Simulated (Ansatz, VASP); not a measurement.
Given: the input of a run of VASP 6.6.1 on Ag (Silver). 

INCAR

```
ALGO = Fast
EDIFF = 1E-6
ENCUT = 520
GGA = RP
ISIF = 2
ISMEAR = 0
LASPH = T
LCHARG = T
LELF = T
LREAL = F
LVHAR = T
LWAVE = F
NELM = 100
PREC = Accurate
SIGMA = 0.05
```

Contents of KPOINTS:

```
k-points
0
Gamma
  11 11 11
```

Contents of POSCAR:

```
Ag
1.0
    0.0000000000      2.0427500000      2.0427500000
    2.0427500000      0.0000000000      2.0427500000
    2.0427500000      2.0427500000      0.0000000000
Ag
1
Direct
    0.0000000000      0.0000000000      0.0000000000
```

Potentials or basis: VASP PAW PBE potentials, release 54 (Ag).

Launch:

```sh
$ cat potpaw_PBE.54/Ag/POTCAR > POTCAR
$ mpirun -np 1 vasp_std > vasp.out
```

Task: Set up the same calculation for Ansatz 0.2.0. Potentials or basis there: Ansatz PAW, cutoff 420 eV.

Result: As run (cutoffs and basis follow the program's own potentials, and thresholds, step limits or extra output files can differ):

input.yaml

```yaml
crystal:
  lattice:
    - [0.0, 2.04275, 2.04275]
    - [2.04275, 0.0, 2.04275]
    - [2.04275, 2.04275, 0.0]
  atoms:
    - { symbol: Ag, position: [0.0, 0.0, 0.0] }
hamiltonian:
  xc: rpbe
  pseudopotentials: { kind: paw }
kpoints:
  mp_grid: { grid: [11, 11, 11] }
scf:
  occupations: { method: gaussian, width: 0.05 }
output:
  forces: true
  stress: true
  eigenvalues: true
```

Potentials or basis: Ansatz PAW.

Launch:

```sh
$ ansatz run input.yaml --threads 2 --pin off --max-ram 5632MiB --backend cpu --events-out ev --progress --plain --runs-dir out
```

Both were run:

|  | VASP | Ansatz |
| --- | --- | --- |
| Pressure | 8.3 GPa | 8.4 GPa |

Ansatz's pressure holds a Pulay term of +0.08 GPa for its cutoff of 420 eV, which the other run lacks.

The potentials hold 11 and 19 valence electrons a cell.

VASP's potentials were made for PBE. Ansatz's potentials were made for PBE.

Where Ansatz's input types no cutoff or centring, it takes its own default and a Γ-centred mesh.

Pressure is positive in compression.
